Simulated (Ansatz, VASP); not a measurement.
Sb in VASP and in Ansatz

```xyz
2
Lattice="2.1584 1.2461 3.6728 -2.1584 1.2461 3.6728 0.0000 -2.4923 3.6728" Properties=species:S:1:pos:R:3 pbc="T T T"
Sb    0.0000    0.0000    2.6132
Sb    0.0000    0.0000    8.4051
```

Alike in both runs: functional PBE; dispersion D3(BJ); k mesh 12 × 12 × 12; occupations fermi-dirac, width 0.15 eV; no spin polarisation.

Ansatz relaxed the structure, and its values are those at the end. VASP's run is a single point on that final structure, the one shown.

|  | VASP | Ansatz |
| --- | --- | --- |
| version | VASP 6.6.1 | Ansatz 0.2.0 |
| potentials or method | VASP PAW PBE potentials, release 64 (Sb) | scalar-relativistic, plane waves, PAW |
| plane-wave cutoff (eV) | 520 | 420 |
| valence electrons in the cell | 10 | 30 |

```tsv
	VASP	Ansatz	Ansatz less VASP
gap on the k mesh at the Fermi level (eV)	none	none	-
pressure (GPa)	0.1	0.0	-0.05
rms of the force components (eV/Å)	0.020	0.000	-0.0204
```

A gap of «none» marks a metal or a gap that the smearing closes. The two sets of potentials don't hold the same shells in valence.

Caveats: pairwise dispersion overbinds metals, which lowers pressure and volume. The runs have no spin-orbit coupling, so splittings on Sb are missing.
